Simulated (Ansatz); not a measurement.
System: I (fcc type), 1 atom in the cell.

Level of theory: Ansatz, PBE, plane waves, PAW datasets (generated soft set 1).

Cutoff 420 eV; k-mesh 4×4×4 Γ-centred; Fermi–Dirac smearing of 0.15 eV; no spin polarisation; no spin–orbit coupling.

```
I
1.0
     0.00000    2.59620    2.59620
     2.59620    0.00000    2.59620
     2.59620    2.59620    0.00000
I
1
Direct
  0.00000 0.00000 0.00000
```

(1) Is the cell under compression or tension, and by how much?

(2) Metal or insulator on this mesh?

Answers

(1) The pressure is 0.04 GPa, close to zero.

(2) No gap opens on the mesh: metallic.

The stress includes the program's correction for the finite plane-wave basis.

The k-mesh is coarse, so these values belong to this mesh and can lie far from the converged ones. This cubic structure is a model: it isn't the usual form of the substance at ambient conditions, and such phases are metastable or hypothetical.
